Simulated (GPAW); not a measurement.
Runs of GPAW 26.7.0 on HfC. It takes space group P6_3/mmc (No. 194, hexagonal). The conventional cell has a = 3.343 Å, b = 3.343 Å, c = 5.203 Å, α = 90.00°, β = 90.00°, γ = 120.00°. Hf (site symmetry -6m2) is surrounded by 6 C at 2.33 Å. C (site symmetry -3m) has 6 Hf at 2.33 Å and 2 C at 2.60 Å as nearest neighbours. The cell comes from a database or a generator and needn't be the stable form of this composition.

```tsv
level	gap on the mesh (eV)	pressure (GPa)	relaxed volume (Å³/atom)
PBEsol+D3(BJ)+ATM	none	0.0	12.07
PBEsol+D4	none	-0.1	12.17
PBEsol	none	-0.2	(a)
PBEsol+D3	none	0.0	12.10
PBEsol+D3(BJ)	none	-0.1	(b)
```

Alike in all rows: task relaxation of cell and atoms; potentials or basis PAW data sets generated in the run's folder for this functional, pw; no spin polarisation; cell relaxed; k mesh 6 × 6 × 4; cutoff (eV) 800; smearing fermi-dirac 0.05 eV; the mesh is coarse, so values aren't converged.

Problem. Fill in the values left out.

Solution. (a) 12.28; (b) 12.04.

Caveats: all runs use coarse meshes; later steps reuse the first step's grids; pairwise dispersion overbinds metals, which lowers pressure and volume (some runs).

A k mesh can miss the band edges, and the runs leave out spin-orbit coupling on Hf.

A gap of «none» marks a metal or a gap under the smearing width.
